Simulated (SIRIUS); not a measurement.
# PbS (P-6m2) in SIRIUS: a series of runs

The runs below take PbS through equation of state, with PBEsol.

Program: SIRIUS 7.12.0. These are calculated values, not measurements. Logs are shortened: lines on timing, memory, paths and dates and some standing lists are left out, and cuts for length are marked. The log counts tension as positive stress, the text compression.

**1. The structure**

It takes space group P-6m2 (No. 187, hexagonal). The conventional cell has a = 4.090 Å, b = 4.090 Å, c = 3.788 Å, α = 90.00°, β = 90.00°, γ = 120.00°. Pb (site symmetry -6m2) has 6 S at 3.03 Å as nearest neighbours. S (site symmetry -6m2) has 6 Pb at 3.03 Å as nearest neighbours.

Measurements of this composition are mostly on another form, of space group No. 225.

**2. Equation of state, PBEsol, 25.79 Å³/atom (volume scaled by 0.94)**

Contents of sirius.json:

```json
{
  "control": {
    "processing_unit": "cpu",
    "std_evp_solver_name": "lapack",
    "gen_evp_solver_name": "lapack",
    "verbosity": 2,
    "print_forces": false,
    "ortho_rf": true,
    "use_second_variation": true,
    "rmt_max": 3.0,
    "num_bands_to_print": 24,
    "save_wf": true
  },
  "parameters": {
    "electronic_structure_method": "full_potential_lapwlo",
    "xc_functionals": ["XC_GGA_X_PBE_SOL", "XC_GGA_C_PBE_SOL"],
    "core_relativity": "dirac",
    "valence_relativity": "iora",
    "num_fv_states": 31,
    "smearing": "fermi_dirac",
    "smearing_width": 0.0018374661,
    "pw_cutoff": 20,
    "gk_cutoff": 3.41,
    "lmax_apw": 11,
    "lmax_rho": 8,
    "lmax_pot": 8,
    "num_mag_dims": 0,
    "auto_rmt": 0,
    "ngridk": [8, 8, 7],
    "shiftk": [0, 0, 0],
    "num_dft_iter": 80,
    "energy_tol": 1e-07,
    "density_tol": 1e-05,
    "use_symmetry": true
  },
  "settings": {"tol_ne": 1e-10},
  "iterative_solver": {"type": "exact"},
  "mixer": {"type": "anderson", "beta": 0.5, "max_history": 8},
  "unit_cell": {
    "lattice_vectors": [[7.5706416682, 0.0, 0.0], [-3.785320834, 6.5563680078, 0.0], [0.0, 0.0, 7.0124633001]],
    "atom_types": ["Pb", "S"],
    "atom_files": {"Pb": "Pb.json", "S": "S.json"},
    "atoms": {"Pb": [[0.0, 0.0, 0.0]], "S": [[0.6666666667, 0.3333333333, 0.5]]}
  }
}
```

Contents of Pb.json:

```json
{
  "name": "lead",
  "symbol": "Pb",
  "number": 82,
  "mass": 207.2,
  "rmin": 1e-06,
  "rmt": 2.65,
  "nrmt": 800,
  "rinf": 17.22,
  "core": "1s2s2p3s3p3d4s4p4d",
  "valence": [
    {"basis": [{"enu": -0.01, "dme": 0, "n": 0, "auto": 0}, {"enu": -0.01, "dme": 1, "n": 0, "auto": 0}]},
    {"l": 0, "n": 1, "basis": [{"enu": -0.0173, "dme": 0, "n": 0, "auto": 0}]},
    {"l": 1, "n": 2, "basis": [{"enu": 0.09, "dme": 0, "n": 0, "auto": 0}]},
    {"l": 2, "n": 3, "basis": [{"enu": 0.09, "dme": 0, "n": 0, "auto": 0}]},
    {"l": 3, "n": 4, "basis": [{"enu": 0.09, "dme": 0, "n": 0, "auto": 0}]},
    {"l": 4, "n": 5, "basis": [{"enu": 0.09, "dme": 0, "n": 0, "auto": 0}]}
  ],
  "lo": [
    {
      "l": 0,
      "basis": [{"enu": -0.0173, "dme": 0, "n": 0, "auto": 0}, {"enu": -0.0173, "dme": 1, "n": 0, "auto": 0}]
    },
    {
      "l": 0,
      "basis": [{"enu": -5.0561, "dme": 0, "n": 5, "auto": 1}, {"enu": -5.0561, "dme": 1, "n": 5, "auto": 1}]
    },
    {
      "l": 0,
      "basis": [{"enu": -5.0561, "dme": 1, "n": 5, "auto": 1}, {"enu": -0.0173, "dme": 0, "n": 0, "auto": 0}]
    },
    {
      "l": 0,
      "basis": [{"enu": -0.0173, "dme": 0, "n": 0, "auto": 0}, {"enu": 2.261, "dme": 0, "n": 0, "auto": 0}]
    },
    {"l": 1, "basis": [{"enu": 0.09, "dme": 0, "n": 0, "auto": 0}, {"enu": 0.09, "dme": 1, "n": 0, "auto": 0}]},
    {
      "l": 1,
      "basis": [{"enu": -2.9246, "dme": 0, "n": 5, "auto": 1}, {"enu": -2.9246, "dme": 1, "n": 5, "auto": 1}]
    },
    {
      "l": 1,
      "basis": [{"enu": -2.9246, "dme": 1, "n": 5, "auto": 1}, {"enu": 0.09, "dme": 0, "n": 0, "auto": 0}]
    },
    {"l": 1, "basis": [{"enu": 0.09, "dme": 0, "n": 0, "auto": 0}, {"enu": 2.7101, "dme": 0, "n": 0, "auto": 0}]},
    {"l": 2, "basis": [{"enu": 0.09, "dme": 0, "n": 0, "auto": 0}, {"enu": 0.09, "dme": 1, "n": 0, "auto": 0}]},
    {
      "l": 2,
      "basis": [{"enu": -0.5587, "dme": 0, "n": 5, "auto": 1}, {"enu": -0.5587, "dme": 1, "n": 5, "auto": 1}]
    },
    {
      "l": 2,
      "basis": [{"enu": -0.5587, "dme": 1, "n": 5, "auto": 1}, {"enu": 0.09, "dme": 0, "n": 0, "auto": 0}]
    },
    {"l": 2, "basis": [{"enu": 0.09, "dme": 0, "n": 0, "auto": 0}, {"enu": 3.0519, "dme": 0, "n": 0, "auto": 0}]},
    {"l": 3, "basis": [{"enu": 0.09, "dme": 0, "n": 0, "auto": 0}, {"enu": 0.09, "dme": 1, "n": 0, "auto": 0}]},
    {
      "l": 3,
      "basis": [{"enu": -4.6874, "dme": 0, "n": 4, "auto": 1}, {"enu": -4.6874, "dme": 1, "n": 4, "auto": 1}]
    },
    {
      "l": 3,
      "basis": [{"enu": -4.6874, "dme": 1, "n": 4, "auto": 1}, {"enu": 0.09, "dme": 0, "n": 0, "auto": 0}]
    },
    {"l": 3, "basis": [{"enu": 0.09, "dme": 0, "n": 0, "auto": 0}, {"enu": 3.3937, "dme": 0, "n": 0, "auto": 0}]},
    {"l": 4, "basis": [{"enu": 0.09, "dme": 0, "n": 0, "auto": 0}, {"enu": 0.09, "dme": 1, "n": 0, "auto": 0}]},
    {"l": 4, "basis": [{"enu": 0.09, "dme": 0, "n": 0, "auto": 0}, {"enu": 2.8241, "dme": 0, "n": 0, "auto": 0}]}
  ],
  "free_atom": [... radial grid and density of the free atom, the start of the SCF ...]
}
```

Contents of S.json:

```json
{
  "name": "sulphur",
  "symbol": "S",
  "number": 16,
  "mass": 32.065,
  "rmin": 1e-06,
  "rmt": 2.29,
  "nrmt": 800,
  "rinf": 13.52,
  "core": "1s2s",
  "valence": [
    {"basis": [{"enu": -0.01, "dme": 0, "n": 0, "auto": 0}, {"enu": -0.01, "dme": 1, "n": 0, "auto": 0}]},
    {"l": 0, "n": 1, "basis": [{"enu": -0.0466, "dme": 0, "n": 0, "auto": 0}]},
    {"l": 1, "n": 2, "basis": [{"enu": 0.09, "dme": 0, "n": 0, "auto": 0}]},
    {"l": 2, "n": 3, "basis": [{"enu": 0.09, "dme": 0, "n": 0, "auto": 0}]},
    {"l": 3, "n": 4, "basis": [{"enu": 0.09, "dme": 0, "n": 0, "auto": 0}]}
  ],
  "lo": [
    {
      "l": 0,
      "basis": [{"enu": -0.0466, "dme": 0, "n": 0, "auto": 0}, {"enu": -0.0466, "dme": 1, "n": 0, "auto": 0}]
    },
    {
      "l": 0,
      "basis": [{"enu": -0.0466, "dme": 1, "n": 0, "auto": 0}, {"enu": -0.0466, "dme": 2, "n": 0, "auto": 0}]
    },
    {
      "l": 0,
      "basis": [{"enu": -0.0466, "dme": 0, "n": 0, "auto": 0}, {"enu": 2.2417, "dme": 0, "n": 0, "auto": 0}]
    },
    {"l": 1, "basis": [{"enu": 0.09, "dme": 0, "n": 0, "auto": 0}, {"enu": 0.09, "dme": 1, "n": 0, "auto": 0}]},
    {
      "l": 1,
      "basis": [{"enu": -5.3982, "dme": 0, "n": 2, "auto": 1}, {"enu": -5.3982, "dme": 1, "n": 2, "auto": 1}]
    },
    {
      "l": 1,
      "basis": [{"enu": -5.3982, "dme": 1, "n": 2, "auto": 1}, {"enu": 0.09, "dme": 0, "n": 0, "auto": 0}]
    },
    {"l": 1, "basis": [{"enu": 0.09, "dme": 0, "n": 0, "auto": 0}, {"enu": 3.5987, "dme": 0, "n": 0, "auto": 0}]},
    {"l": 2, "basis": [{"enu": 0.09, "dme": 0, "n": 0, "auto": 0}, {"enu": 0.09, "dme": 1, "n": 0, "auto": 0}]},
    {"l": 2, "basis": [{"enu": 0.09, "dme": 1, "n": 0, "auto": 0}, {"enu": 0.09, "dme": 2, "n": 0, "auto": 0}]},
    {"l": 2, "basis": [{"enu": 0.09, "dme": 0, "n": 0, "auto": 0}, {"enu": 3.0648, "dme": 0, "n": 0, "auto": 0}]},
    {"l": 3, "basis": [{"enu": 0.09, "dme": 0, "n": 0, "auto": 0}, {"enu": 0.09, "dme": 1, "n": 0, "auto": 0}]}
  ],
  "free_atom": [... radial grid and density of the free atom, the start of the SCF ...]
}
```

Contents of sirius_start.json:

```json
{
  "control": {
    "processing_unit": "cpu",
    "std_evp_solver_name": "lapack",
    "gen_evp_solver_name": "lapack",
    "verbosity": 1,
    "print_forces": false,
    "ortho_rf": true,
    "use_second_variation": true,
    "rmt_max": 3.0,
    "num_bands_to_print": 24,
    "save_wf": false
  },
  "parameters": {
    "electronic_structure_method": "full_potential_lapwlo",
    "xc_functionals": ["XC_LDA_X", "XC_LDA_C_PW"],
    "core_relativity": "dirac",
    "valence_relativity": "iora",
    "num_fv_states": 31,
    "smearing": "fermi_dirac",
    "smearing_width": 0.0055123983,
    "pw_cutoff": 20,
    "gk_cutoff": 2.72,
    "lmax_apw": 11,
    "lmax_rho": 8,
    "lmax_pot": 8,
    "num_mag_dims": 0,
    "auto_rmt": 0,
    "ngridk": [3, 3, 3],
    "shiftk": [0, 0, 0],
    "num_dft_iter": 30,
    "energy_tol": 0.01,
    "density_tol": 0.05,
    "use_symmetry": true
  },
  "settings": {"tol_ne": 1e-10},
  "iterative_solver": {"type": "exact"},
  "mixer": {"type": "anderson", "beta": 0.5, "max_history": 8},
  "unit_cell": {
    "lattice_vectors": [[7.5706416682, 0.0, 0.0], [-3.785320834, 6.5563680078, 0.0], [0.0, 0.0, 7.0124633001]],
    "atom_types": ["Pb", "S"],
    "atom_files": {"Pb": "Pb.json", "S": "S.json"},
    "atoms": {"Pb": [[0.0, 0.0, 0.0]], "S": [[0.6666666667, 0.3333333333, 0.5]]}
  }
}
```

Potentials or basis: all-electron FP-LAPW, apw+lo standard.

Started as:

```
$ OMP_NUM_THREADS=1 sirius.scf --input=sirius_start.json --output=start.json
$ OMP_NUM_THREADS=1 sirius.scf --input=sirius.json --output=output.json --task=1
```

What it wrote:

```text
[info] SIRIUS version : 7.12.0
[info] number of MPI ranks           : 1
[info] MPI grid                      : 1 1
[info] maximum number of OMP threads : 1
[fft] FFT context for density and potential
[fft] =====================================
[fft]   plane wave cutoff                     : 20
[fft]   grid size                             : 54 54 48   total : 139968
[fft]   grid limits                           : -26 27   -26 27   -23 24
[fft]   number of G-vectors within the cutoff : 47061
[fft]   number of G-shells                    : 2334
[fft] FFT context for coarse grid
[fft] =====================================
[fft]   plane wave cutoff                     : 6.82
[fft]   grid size                             : 20 20 18   total : 7200
[fft]   grid limits                           : -9 10   -9 10   -8 9
[fft]   number of G-vectors within the cutoff : 1869
[fft]   number of G-shells                    : 126
[unit cell] lattice vectors
[unit cell]   a1 :       7.5706416682      0.0000000000      0.0000000000
[unit cell]   a2 :      -3.7853208340      6.5563680078      0.0000000000
[unit cell]   a3 :       0.0000000000      0.0000000000      7.0124633001
[unit cell] reciprocal lattice vectors
[unit cell]   b1 :       0.8299409195      0.4791666132     -0.0000000000
[unit cell]   b2 :       0.0000000000      0.9583332265      0.0000000000
[unit cell]   b3 :       0.0000000000     -0.0000000000      0.8960025940
[unit cell] unit cell volume :       348.07001710 [a.u.^3]
[unit cell] 1/sqrt(omega)    :         0.05360023
[unit cell] MT volume        :       128.25495041 (36.85%)
[unit cell] IT volume        :       219.81506669 (63.15%)
[unit cell] number of atom types : 2
[unit cell] type id : 0 symbol : Pb mt_radius :   2.650000 num_atoms : 1
[unit cell] type id : 1 symbol :  S mt_radius :   2.290000 num_atoms : 1
[unit cell] total number of atoms : 2
[... 402 lines left out ...]
[diagonalize] ik:   36   -5.325184   -5.325184   -5.325100   -4.950586   -4.546228   -4.546227   -4.545948   -4.545948   -4.545939   -4.545923   -4.545923   -2.807047   -2.807044   -2.806014   -0.441349   -0.439766   -0.438725   -0.437756   -0.434936   -0.256697   -0.120676    0.032832    0.078299    0.112242
[diagonalize] ik:   37   -5.325184   -5.325184   -5.325100   -4.950586   -4.546228   -4.546227   -4.545948   -4.545948   -4.545939   -4.545923   -4.545923   -2.807049   -2.807045   -2.806014   -0.442311   -0.439935   -0.438948   -0.437095   -0.434468   -0.248260   -0.100611    0.012094    0.041025    0.103922
[diagonalize] ik:   38   -5.325184   -5.325184   -5.325100   -4.950586   -4.546228   -4.546227   -4.545948   -4.545948   -4.545939   -4.545923   -4.545923   -2.807048   -2.807045   -2.806013   -0.442034   -0.439325   -0.439163   -0.437672   -0.434537   -0.248384   -0.101625    0.019245    0.046688    0.091458
[diagonalize] ik:   39   -5.325184   -5.325184   -5.325100   -4.950586   -4.546228   -4.546227   -4.545948   -4.545948   -4.545939   -4.545924   -4.545923   -2.807050   -2.807047   -2.806015   -0.442293   -0.439483   -0.439022   -0.437645   -0.434467   -0.244753   -0.091325    0.015509    0.031511    0.081587
[generate_core_charge_density] atom class : 0
[generate_core_charge_density]   n,l,k : 1 0 1  energy :       -3231.95402125
[generate_core_charge_density]   n,l,k : 2 0 1  energy :        -577.34162920
[generate_core_charge_density]   n,l,k : 2 1 1  energy :        -554.40813593
[generate_core_charge_density]   n,l,k : 2 1 2  energy :        -473.96524823
[generate_core_charge_density]   n,l,k : 3 0 1  energy :        -138.33226979
[generate_core_charge_density]   n,l,k : 3 1 1  energy :        -127.99214542
[generate_core_charge_density]   n,l,k : 3 1 2  energy :        -110.04349108
[generate_core_charge_density]   n,l,k : 3 2 2  energy :         -93.06128546
[generate_core_charge_density]   n,l,k : 3 2 3  energy :         -89.24120959
[generate_core_charge_density]   n,l,k : 4 0 1  energy :         -31.05441345
[generate_core_charge_density]   n,l,k : 4 1 1  energy :         -26.58200225
[... 29 lines left out ...]
[find] valence_eval_sum               :    -126.67290006
[find] core_eval_sum                  :  -13041.84860037
[find] kinetic energy                 :   24751.87329189
[find] enuc                           :  -26972.98969808
[find] <rho|V^{XC}>                   :    -539.29546434
[find] <rho|E^{XC}>                   :    -409.58283585
[find] <mag|B^{XC}>                   :       0.00000000
[find] <rho|V^{H}>                    :  -37381.09932797
[find] smearing (-TS)                 :      -0.00008770
[find] SCF correction                 :       0.00005856
[find] Total energy                   :  -21321.24884748 (Ha),  -42642.49769495 (Ry)
[find] Free energy (E-TS)             :  -21321.24893518 (Ha),  -42642.49787036 (Ry)
[find] band gap (eV)                  :       0.00000000
[find] Efermi                         :       0.18001909
[find] iteration : 7, RMS (target) : 2.0773e-06 (1.0000e-05) , energy difference (target) : 3.5670e-08 (1.0000e-07)
[find] converged after 8 SCF iterations!
[find] Charges and magnetic moments
[find] --------------------------------------------------------------------------------
[find] atom      charge    core leakage
[find] --------------------------------------------------------------------------------
[find]    0   79.900369    8.207038e-10
[find]    1   14.694972    3.043271e-06
[find] total core leakage    : 3.04409203e-06
[find] interstitial charge   : 3.404653
[find] total charge          : 97.999994
[find] Energy
[find] --------------------------------------------------------------------------------
[find] valence_eval_sum               :    -126.67290006
[find] core_eval_sum                  :  -13041.84860037
[find] kinetic energy                 :   24751.87329189
[find] enuc                           :  -26972.98969808
[find] <rho|V^{XC}>                   :    -539.29546434
[find] <rho|E^{XC}>                   :    -409.58283585
[find] <mag|B^{XC}>                   :       0.00000000
[find] <rho|V^{H}>                    :  -37381.09932797
[find] smearing (-TS)                 :      -0.00008770
[find] SCF correction                 :       0.00005856
[find] Total energy                   :  -21321.24884748 (Ha),  -42642.49769495 (Ry)
[find] Free energy (E-TS)             :  -21321.24893518 (Ha),  -42642.49787036 (Ry)
[find] band gap (eV)                  :       0.00000000
[find] Efermi                         :       0.18001909
```

Wall time 76 s (1 thread of Arm Neoverse V2, shared host); peak memory 0.55 GiB.

What came out:

```
Free energy                                       : -580180.7400 eV
Band gap on the k mesh                            : none (metal or under the smearing width)
All electrons inside the program's atomic spheres : Pb 79.90; S 14.69 (radii Pb 2.65, S 2.29 bohr)
```

(Continued in part 2 of 4.)
